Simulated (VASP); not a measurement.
# MgS in VASP: one cell, several levels of theory, part 2 of 2

The system is MgS, a lower-symmetry cell derived from the zincblende prototype, a generated structure that needn't be the ground state.

VASP 6.6.1, plane waves, PAW. The steps go on from the part before.

**3. r2SCAN at this geometry**

INCAR reads:

```
ENCUT = 520.000000
SIGMA = 0.010000
EDIFF = 1.00e-07
ALGO = Normal
METAGGA = R2SCAN
PREC = Accurate
IBRION = -1
ISIF = 2
ISMEAR = 0
NBANDS = 11
NELM = 120
NSW = 0
LASPH = .TRUE.
LCHARG = .FALSE.
LWAVE = .FALSE.
LREAL = .FALSE.
```

KPOINTS reads:

```
KPOINTS created by Atomic Simulation Environment
0
Gamma
8 8 8
0 0 0
```

KPOINTS_OPT reads:

```
special points
6
Reciprocal
0.0000000000 0.0000000000 0.0000000000 1
-0.5000000000 -0.5000000000 0.0000000000 1
-0.3750000000 -0.3750000000 0.2500000000 1
-0.3750000000 0.0000000000 0.3750000000 1
0.0000000000 0.0000000000 0.5000000000 1
-0.5000000000 -0.2500000000 0.2500000000 1
```

POSCAR reads:

```
Mg S
 1.0000000000000000
     0.0000000000000000    2.8308768411999998    2.8874943781000000
     2.8308768411999998    0.0000000000000000    2.8874943781000000
     2.8308768411999998    2.8308768411999998    0.0000000000000000
 Mg  S
   1   1
Cartesian
  0.0000000000000000  0.0000000000000000  0.0000000000000000
  1.4154384205999997  1.4154384205999997  1.4437471890500000
```

Launch:

```bash
mpirun -np 1 vasp_std
```

Printed to the terminal (iteration lines stand in OSZICAR):

```text
POSCAR found type information on POSCAR MgS
 POSCAR found :  2 types and       2 ions
 -----------------------------------------------------------------------------
|                                                                             |
|                                                                             |
|     You enforced a specific xc type in the INCAR file but a different       |
|     I HOPE YOU KNOW WHAT YOU ARE DOING!                                     |
|                                                                             |
 -----------------------------------------------------------------------------

 LDA part: xc-table for (None), standard interpolation
 POSCAR, INCAR and KPOINTS ok, starting setup
 FFT: planning ... GRIDC
 FFT: planning ... GRID_SOFT
 FFT: planning ... GRID
 WAVECAR not read
 entering main loop
 Start KPOINTS_OPT (optional k-point list driver)
k-point batch [1-6\6]
```

OSZICAR:

```text
N       E                     dE             d eps       ncg     rms          rms(c)
DAV:   1     0.163598336957E+02    0.16360E+02   -0.34346E+03  1346   0.583E+02
DAV:   2    -0.152609719504E+02   -0.31621E+02   -0.30051E+02  1553   0.102E+02
DAV:   3    -0.172249798851E+02   -0.19640E+01   -0.19613E+01  1598   0.273E+01
DAV:   4    -0.172414868278E+02   -0.16507E-01   -0.16505E-01  1597   0.302E+00
DAV:   5    -0.172417006310E+02   -0.21380E-03   -0.21380E-03  1677   0.338E-01    0.416E+00
DAV:   6    -0.154222091773E+02    0.18195E+01   -0.12786E+00  1412   0.555E+00    0.418E+00
DAV:   7    -0.154316578234E+02   -0.94486E-02   -0.26333E-01  1520   0.232E+00    0.263E+00
DAV:   8    -0.154444506852E+02   -0.12793E-01   -0.11151E-02  1424   0.783E-01    0.123E-01
DAV:   9    -0.154447304849E+02   -0.27980E-03   -0.20967E-04  1791   0.920E-02    0.114E-01
DAV:  10    -0.154449775765E+02   -0.24709E-03   -0.25042E-04  1382   0.136E-01    0.400E-02
DAV:  11    -0.154449794114E+02   -0.18349E-05   -0.15164E-06  1730   0.874E-03    0.445E-03
DAV:  12    -0.154449788581E+02    0.55334E-06   -0.97711E-08  1498   0.249E-03    0.149E-03
DAV:  13    -0.154449787210E+02    0.13707E-06   -0.15604E-08  1100   0.744E-04    0.576E-04
DAV:  14    -0.154449787217E+02   -0.74249E-09   -0.15921E-09   823   0.312E-04
   1 F= -.15444979E+02 E0= -.15444979E+02  d E =-.138881E-45
       N       E                     dE             ncg
DAV:   1     0.721438747663E+03   -0.12374E+04      132
DAV:   2     0.543952180957E+03   -0.17749E+03      147
DAV:   3     0.534927379551E+03   -0.90248E+01      181
DAV:   4     0.534866597032E+03   -0.60783E-01      167
DAV:   5     0.534865738827E+03   -0.85821E-03      175
DAV:   6     0.534865726730E+03   -0.12096E-04      167
DAV:   7     0.534865726530E+03   -0.20006E-06      191
DAV:   8     0.534865726529E+03   -0.14529E-08      135
```

Parts of OUTCAR:

```text
k-points           NKPTS =     59   k-points in BZ     NKDIM =     59   number of bands    NBANDS=     11

   NELECT =       8.0000    total number of electrons

   dimension x,y,z NGX =    30 NGY =   30 NGZ =   30
   dimension x,y,z NGXF=    60 NGYF=   60 NGZF=   60

  energy-cutoff  :      520.00
  volume of cell :       46.28
      direct lattice vectors                 reciprocal lattice vectors
     0.000000000  2.830876841  2.887494378    -0.176623721  0.176623721  0.173160510
     2.830876841  0.000000000  2.887494378     0.176623721 -0.176623721  0.173160510
     2.830876841  2.830876841  0.000000000     0.176623721  0.176623721 -0.173160510

 k-points in reciprocal lattice and weights: KPOINTS created by Atomic Simulation Env
   0.00000000  0.00000000  0.00000000       0.002
   0.12500000  0.00000000  0.00000000       0.016
   0.25000000  0.00000000  0.00000000       0.016
   0.37500000  0.00000000  0.00000000       0.016
   0.50000000  0.00000000  0.00000000       0.008
   0.12500000  0.12500000  0.00000000       0.004
   0.25000000  0.12500000  0.00000000       0.016
   0.37500000  0.12500000  0.00000000       0.016
[... 51 more k-points ...]

 E-fermi :   0.7650

 k-point     1 :       0.0000    0.0000    0.0000
  band No.  band energies     occupation
      1     -11.0244      2.00000
      2       0.6120      2.00000
      3       0.6676      2.00000
      4       0.6676      2.00000
      5       4.6716      0.00000
      6       9.1841      0.00000
      7       9.1960      0.00000
      8       9.1960      0.00000
      9      11.8877      0.00000
     10      12.2296      0.00000
     11      15.0100      0.00000

 k-point     2 :       0.1250    0.0000    0.0000
  band No.  band energies     occupation
      1     -10.9382      2.00000
      2       0.0016      2.00000
      3       0.5732      2.00000
      4       0.6202      2.00000
      5       5.3097      0.00000
      6       9.0023      0.00000
      7       9.3609      0.00000
      8       9.3849      0.00000
      9      11.4660      0.00000
     10      11.7340      0.00000
     11      14.4631      0.00000

 k-point     3 :       0.2500    0.0000    0.0000
  band No.  band energies     occupation
      1     -10.7158      2.00000
      2      -1.1543      2.00000
      3       0.4415      2.00000
      4       0.5127      2.00000
      5       6.1836      0.00000
      6       9.0102      0.00000
      7       9.3367      0.00000
      8       9.4591      0.00000
      9      11.6483      0.00000
     10      11.7092      0.00000
     11      13.5831      0.00000

 k-point     4 :       0.3750    0.0000    0.0000
  band No.  band energies     occupation
      1     -10.4687      2.00000
      2      -2.0805      2.00000
      3       0.3206      2.00000
      4       0.4135      2.00000
      5       6.3838      0.00000
      6       8.9176      0.00000
      7       9.1033      0.00000
      8       9.5823      0.00000
      9      12.9778      0.00000
     10      13.0464      0.00000
     11      13.6277      0.00000

 k-point     5 :       0.5000    0.0000    0.0000
  band No.  band energies     occupation
      1     -10.3574      2.00000
      2      -2.4322      2.00000
      3       0.2732      2.00000
      4       0.3746      2.00000
      5       6.3577      0.00000
      6       8.7452      0.00000
      7       8.9270      0.00000
      8       9.8149      0.00000
      9      14.3029      0.00000
     10      14.3539      0.00000
     11      14.5283      0.00000

 k-point     6 :       0.1250    0.1250    0.0000
  band No.  band energies     occupation
      1     -10.9126      2.00000
      2      -0.0205      2.00000
      3       0.4979      2.00000
      4       0.4979      2.00000
      5       5.5061      0.00000
      6       8.6655      0.00000
      7       9.6330      0.00000
      8       9.6330      0.00000
      9      10.4318      0.00000
     10      12.4917      0.00000
     11      15.7476      0.00000

 k-point     7 :       0.2500    0.1250    0.0000
  band No.  band energies     occupation
      1     -10.7378      2.00000
      2      -0.8579      2.00000
      3       0.3437      2.00000
      4       0.3450      2.00000
      5       6.3118      0.00000
      6       8.4194      0.00000
      7       9.2216      0.00000
      8       9.9689      0.00000
      9      10.7272      0.00000
     10      12.6077      0.00000
     11      14.8509      0.00000

 k-point     8 :       0.3750    0.1250    0.0000
  band No.  band energies     occupation
      1     -10.4962      2.00000
      2      -1.7659      2.00000
      3       0.1161      2.00000
      4       0.2483      2.00000
      5       6.7611      0.00000
      6       8.2601      0.00000
      7       9.2894      0.00000
      8       9.7418      0.00000
      9      12.0577      0.00000
     10      13.5617      0.00000
     11      14.3639      0.00000

 k-point     9 :       0.5000    0.1250    0.0000
  band No.  band energies     occupation
      1     -10.3316      2.00000
      2      -2.2739      2.00000
      3      -0.0912      2.00000
      4       0.2582      2.00000
      5       6.8661      0.00000
      6       7.9739      0.00000
      7       9.3810      0.00000
      8      10.1298      0.00000
      9      13.2991      0.00000
     10      14.4108      0.00000
     11      15.0913      0.00000

 k-point    10 :      -0.3750    0.1250    0.0000
  band No.  band energies     occupation
      1     -10.3647      2.00000
      2      -2.1695      2.00000
      3      -0.1683      2.00000
      4       0.3665      2.00000
      5       6.9427      0.00000
      6       8.1483      0.00000
      7       9.3019      0.00000
      8       9.9137      0.00000
      9      12.6506      0.00000
     10      14.0928      0.00000
     11      15.2203      0.00000

 k-point    11 :      -0.2500    0.1250    0.0000
  band No.  band energies     occupation
      1     -10.5695      2.00000
      2      -1.5059      2.00000
      3      -0.0638      2.00000
      4       0.5187      2.00000
      5       6.8406      0.00000
      6       8.6626      0.00000
      7       9.0895      0.00000
      8       9.5674      0.00000
      9      11.0955      0.00000
     10      13.4547      0.00000
     11      14.3791      0.00000

[... the tables of k-points 12 to 59 left out ...]

  Total       -0.3618797     -0.3618797     -0.5121617      0.0000000     -0.0000000     -0.0000000
  in kB      -12.5280005    -12.5280005    -17.7306470      0.0000000     -0.0000000     -0.0000000
  external PRESSURE =     -14.2622160 kB  Pullay stress =       0.0000000 kB

 POSITION                                       TOTAL-FORCE (eV/Angst)
 -----------------------------------------------------------------------------------
      0.00000      0.00000      0.00000        -0.000000     -0.000000     -0.000000
      1.41544      1.41544      1.44375         0.000000      0.000000      0.000000
 -----------------------------------------------------------------------------------
    total drift:                               -0.000002     -0.000002     -0.000004

  FREE ENERGIE OF THE ION-ELECTRON SYSTEM (eV)
  ---------------------------------------------------
  free  energy   TOTEN  =       -15.4449787217 eV

  energy  without entropy=      -15.4449787217  energy(sigma->0) =      -15.44497872
```

It took 1.8 min on 1 MPI rank of Intel Xeon Platinum 8488C, shared host; peak memory 0.19 GiB.

The levels at the points of KPOINTS_OPT are read from vasprun.xml.

Levels at the named points, in eV from the top of band v (v: the last filled band by count, c: the next):

| point | v−1 | v | c | c+1 |
| --- | --- | --- | --- | --- |
| Γ | 0.00 | 0.00 | 4.00 | 8.52 |
| X | -0.98 | -0.98 | 4.35 | 6.31 |
| U | -1.85 | -0.76 | 5.35 | 7.64 |
| K | -1.87 | -0.86 | 5.26 | 7.48 |
| L | -0.39 | -0.29 | 5.69 | 8.08 |
| W | -1.83 | -1.32 | 6.00 | 8.54 |

Gap with r2SCAN: 4.00 eV, direct (Γ). Pressure: -1.43 GPa; the forces vanish within 0.01 eV/Å.

**4. What came out**

What follows sums up all 2 parts.

| level | gap (eV) | pressure (GPa) |
| --- | --- | --- |
| PBE | 3.34 | -0.21 |
| r2SCAN | 4.00 | -1.43 |

In words: The gap runs from 3.34 eV (PBE) to 4.00 eV (r2SCAN). The pressure is highest with PBE (-0.2 GPa) and lowest with r2SCAN (-1.4 GPa), which orders the cells that they would relax to.
